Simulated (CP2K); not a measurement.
**MgS (Niningerite) in CP2K: the effect of functional**

The system is MgS (Niningerite).

```
S Mg
1.0
     3.67929    0.00000    0.00000
     1.83964    3.18636    0.00000
     1.83964    1.06212    3.00413
S Mg
1 1
Cartesian
  3.6793 2.1242 1.5021
  0.0000 0.0000 0.0000
```

Alike in all runs:

* Program: CP2K 2026.2
* Task: band structure
* Potentials or basis: POTENTIAL_UZH S GTH-PBE-q6, Mg GTH-PBE-q10; TZVP-MOLOPT-PBE-GTH basis
* Density cutoff: 19048 eV
* k mesh: 9 × 9 × 9
* Occupations: fermi-dirac, width 0.05 eV
* Spin: no spin polarisation

| functional | gap on the mesh (eV) | pressure (GPa) |
| --- | --- | --- |
| PBE | 2.85 | 2.7 |
| LDA | 2.52 | -0.7 |
| PBEsol | ? | ? |
| RPBE | 3.03 | 4.6 |
| PW91 | 2.87 | 2.7 |
| vdW-DF-cx | 2.93 | 1.8 |
| SCAN | 3.49 | 0.8 |

Q: What does the run with functional PBEsol give?

A: gap on the mesh 2.73 eV; pressure 1.1 GPa.

Caveats: the mesh misses the band edges, which the band path finds closer together; the basis of atomic orbitals isn't converged, which shifts pressures, moduli and gaps; the potentials were made for another functional, which shifts forces and pressure (some runs).
